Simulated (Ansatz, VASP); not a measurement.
## CdSe in VASP and in Ansatz

```
Cd Se
1.0
     0.00000    3.00654    3.00654
     3.00654    0.00000    3.00654
     3.00654    3.00654    0.00000
Cd Se
1 1
Direct
  0.00000 0.00000 0.00000
  0.75000 0.75000 0.75000
```

Alike in both runs: functional PBE; k mesh 6 × 6 × 6; no spin polarisation.

Ansatz relaxed the structure, and its values are those at the end. VASP's run is a single point on that final structure, the one shown.

|  | VASP | Ansatz |
| --- | --- | --- |
| version | VASP 6.6.1 | Ansatz 0.2.0 |
| potentials or method | VASP PAW PBE potentials, release 64 (Cd, Se) | plane waves, PAW |
| plane-wave cutoff (eV) | 520 | 420 |
| occupations | fermi-dirac, width 0.1 eV | fermi-dirac |
| valence electrons in the cell | 18 | 36 |

Ansatz gave:

| Item | Value |
| --- | --- |
| pressure (GPa) | 5.0 |

Task: Estimate VASP's values.

Result: Pressure (GPa): 5.4.

The two sets of potentials don't hold the same shells in valence.
